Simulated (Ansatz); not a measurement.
## A plane-wave run on YN

input.yaml (Ansatz 0.2.0)

```yaml
crystal:
  lattice:
    - [0.0, 2.424916, 2.424916]
    - [2.424916, 0.0, 2.424916]
    - [2.424916, 2.424916, 0.0]
  atoms:
    - { symbol: "Y", position: [0.0, 0.0, 0.0] }
    - { symbol: "N", position: [0.5, 0.5, 0.5] }
  symmetry: { tolerance: 0.0003 }
kpoints:
  mp_grid: { grid: [12, 12, 12], shift: [0, 0, 0] }
  band_path:
    path:
      - [0.0, 0.0, 0.0]
      - [0.5, 0.0, 0.5]
      - [0.625, 0.25, 0.625]
      - [0.375, 0.375, 0.75]
      - [0.0, 0.0, 0.0]
      - [0.5, 0.5, 0.5]
      - [0.5, 0.25, 0.75]
      - [0.5, 0.0, 0.5]
    npoints: 8
magnetization:
  spin_polarized: false
scf:
  occupations: { method: fermi_dirac }
  lower_state_search: "off"
  max_iter: 200
hamiltonian:
  pseudopotentials: { kind: paw }
  xc: pbe
basis:
  ecutwfc: 420
  fft_grid_basis: typed
output:
  forces: true
  stress: true
  eigenvalues: true
  bader: true
  populations: true
  elf: true
  write_potential: true
  volumetric_format: npy
  dos:
    e_range: [-12, 8]
    de: 0.05
    projected: { site_lists: { "N": ["N"], "Y": ["Y"] } }
checkpoint:
  read: saved_state
```

The saved state is an earlier solution for the same cell, perhaps on another mesh. 

Output (shortened):

```
Pseudopotentials: kind: paw
Pseudopotential: Y, paw, valence charge 11, recommended cutoff 420 eV (normal), Y.paw.azcp
Pseudopotential: N, paw, valence charge 5, recommended cutoff 420 eV (normal), N.paw.azcp
Functional definition: PBE
  exchange = pbe_x(kappa = kappa, mu = beta*pi^2/3)
  correlation = pbe_c(beta = beta)
Crystal: 2 atoms, lattice volume = 28.518 Å³
Basis set: ecut = 420 eV, 537 PW (Γ), exchange–correlation on 48×48×48 points (8 copies of the dense FFT grid, shifted against one another)
Bands: 12, of which v1, the nominal top of the filled ones, is band 8 counted from 1 (7 counted from 0)
Symmetry: 48 space group operations
Space group: Fm-3m (ITA 225), of the structure as read, at distance tolerance 9.2e-4 Å
k-points: 72 of 1728
Initial density: read from a saved state, or passed on in memory by an earlier SCF of this step, an earlier step, the calling program or the single point that the run made first
Functional: x = pbe(κ = 0.804, μ = 0.2195), c = pbe(β = 0.0667)
SCF iter   1: F=—  Δρ=9.81e-4  dr2=3.45e-4
SCF iter   2: F=—  Δρ=2.36e-4  dr2=2.05e-5
SCF iter   3: F=—  Δρ=5.54e-5  dr2=6.01e-7
SCF iter   4: F=-4236.0636 eV  Δρ=8.21e-6  dr2=9.97e-9
SCF iter   5: F=-4236.0636 eV  Δρ=9.25e-7  dr2=7.77e-11
SCF iter   6: F=-4236.0636 eV  Δρ=9.43e-8  dr2=2.03e-12
Free energy (F): -4236.0636 eV
Harris-Foulkes:  -4236.0636 eV  (|F-HF|=9.09e-13)
Internal energy: -4236.0618 eV  (E = F + TS)
E sigma→0 (E₀):  -4236.0627 eV
Entropy (-TS):   -0.0018 eV (-0.904 meV/atom)
Fermi energy:    12.4293 eV
--- Per-component energies (eV) ---
  E_band       = -43.9594
  E_kinetic    = 438.8235
  E_local      = -592.6800  (includes V_loc(G=0)·N_el)
  E_nonlocal   = 94.8975
  E_hartree    = 182.9877
  E_xc         = -236.1378
  E_vxc        = -279.0684  (∫ρ·V_xc dr)
  E_paw        = -2952.2554  (= ΣΔE_a)
  E_vpaw       = -71.9075  (= ΣTr[D̂ρ^β])
  E_aug_tail   = 0.0000  (compensation charges beyond the density's cutoff)
  E_ewald      = -1171.6974
  E_smearing   = -0.0018  (= −TS)
--- Stress (GPa, compression-positive) ---
        5.8807       0.0000       0.0000
        0.0000       5.8807       0.0000
        0.0000       0.0000       5.8807
  P = ⅓ Tr σ = 5.8807 GPa (58.807 kbar)
--- Löwdin populations: 2 sites ---
  site symbol       q [e]
     0      Y     10.2140
     1      N      5.7385
  spilling = 0.0030 (of n_electrons = 16.0000)
```

Origin: a database entry at a rescaled volume.
